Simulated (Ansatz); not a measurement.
# TiAl3 under compression: one row to predict

The structure comes from a generated guess, relaxed at this level; another structure or a mixture of phases may lie lower.

All numbers below come from DFT PBE, scalar-relativistic, plane waves, PAW in Ansatz. The final run on the 4-atom cell used 420 eV, a Γ-centred 12×12×12 mesh, 0.10 eV smearing and no spin polarisation.

```cif
data_structure
_symmetry_space_group_name_H-M 'Pm-3m'
_symmetry_Int_Tables_number 221
_cell_length_a 3.9797
_cell_length_b 3.9797
_cell_length_c 3.9797
_cell_angle_alpha 90.000
_cell_angle_beta 90.000
_cell_angle_gamma 90.000
_cell_volume 63.03
loop_
_atom_site_label
_atom_site_type_symbol
_atom_site_symmetry_multiplicity
_atom_site_Wyckoff_symbol
_atom_site_fract_x
_atom_site_fract_y
_atom_site_fract_z
_atom_site_occupancy
Ti1 Ti 1 a 0.00000 0.00000 0.00000 1
Al1 Al 3 c 0.50000 0.00000 0.50000 1
```

The cell was set to several volumes, with shape and atoms relaxed at each where symmetry leaves them free. Pressure is positive in compression, and energies count from the lowest row. No row has a gap on its mesh.

```tsv
row	V (Å³/atom)	P (GPa)	ΔE (meV/atom)
1	13.866	17.57	93.0
2	14.339	12.13	49.5
3	14.812	?	?
4	15.285	3.46	4.9
5	15.757	0.02	0.0
6	16.230	-2.93	4.5
7	16.703	-5.46	17.0
8	17.333	-8.27	44.3
```

**Question.** Find B = −V·ΔP/ΔV from rows 4 and 6 and from rows 1 and 2, and from the two its slope B′ and its value B0 at zero pressure.

**Answer.** Rows 4 and 6 give −(15.285 + 16.230)/2 × (-2.93 − (3.46))/(16.230 − 15.285) = 106.6 GPa at a mean pressure of 0.26 GPa. Rows 1 and 2 give −(13.866 + 14.339)/2 × (12.13 − (17.57))/(14.339 − 13.866) = 162.2 GPa at a mean pressure of 14.85 GPa. So B′ = (162.2 − 106.6)/(14.85 − (0.26)) = 3.81 and B0 = 106.6 − 3.81 × (0.26) = 105.6 GPa. A third-order Birch–Murnaghan fit to all the energies gives B0 = 105.9 GPa and B′ = 4.1.

**Question.** Estimate the pressure and energy of row 3.

**Answer.** From row 5, V0 = 15.757 × (1 + (0.02)/105.6) = 15.760 Å³/atom. Murnaghan's form P = (B0/B′)·[(V0/V)^B′ − 1] gives (105.6/3.81) × [(15.760/14.812)^3.81 − 1] = 7.39 GPa; the computed pressure is 7.46 GPa, so the estimate is off by -0.07 GPa. The work of compression from row 4, with the mean of the two pressures, gives ΔE = 4.9 + (7.39 + 3.46)/2 × (15.285 − 14.812)/160.2 × 1000 = 20.9 meV/atom (1 eV/Å³ = 160.2 GPa); the computed value is 20.8 meV/atom.

All volumes keep the k mesh of the relaxed cell. A later test with randomly moved atoms came back to the same energy, though modes that don't fit the test's cell weren't probed.
